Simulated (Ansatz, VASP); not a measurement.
SnTe: VASP beside Ansatz

```xyz
2
Lattice="0.0000 3.1565 3.1565 3.1565 0.0000 3.1565 3.1565 3.1565 0.0000" Properties=species:S:1:pos:R:3 pbc="T T T"
Sn    0.0000    0.0000    0.0000
Te    3.3730    3.3730    3.3730
```

Change from the starting cell: all Te atoms moved +0.375 Å, as atom 2 along Cartesian [1 1 1].

Alike in both runs: task single point; functional PBE; k mesh 10 × 10 × 10; occupations gaussian, width 0.03 eV; no spin polarisation.

|  | VASP | Ansatz |
| --- | --- | --- |
| version | VASP 6.6.1 | Ansatz 0.2.0 |
| potentials or method | VASP PAW PBE potentials, release 64 (Sn_d, Te) | scalar-relativistic, plane waves, PAW |
| plane-wave cutoff (eV) | 520 | 420 |
| valence electrons in the cell | 20 | 30 |

|  | VASP | Ansatz | Ansatz less VASP |
| --- | --- | --- | --- |
| gap on the k mesh at the Fermi level (eV) | 0.37 | 0.36 | -0.012 |
| least direct gap on the mesh (eV) | 0.37 | 0.36 | -0.012 |
| pressure (GPa) | 3.9 | 3.9 | +0.01 |
| largest component of the traceless stress (GPa) | 0.16 | 0.17 | +0.011 |
| rms of the force components (eV/Å) | 0.362 | 0.356 | -0.0066 |

Atom by atom the forces differ by 0.007 eV/Å (rms over components). The two sets of potentials don't hold the same shells in valence.

Caveats: spin-orbit coupling is left out, which moves the levels of the heavy elements. A k mesh can miss the band edges.
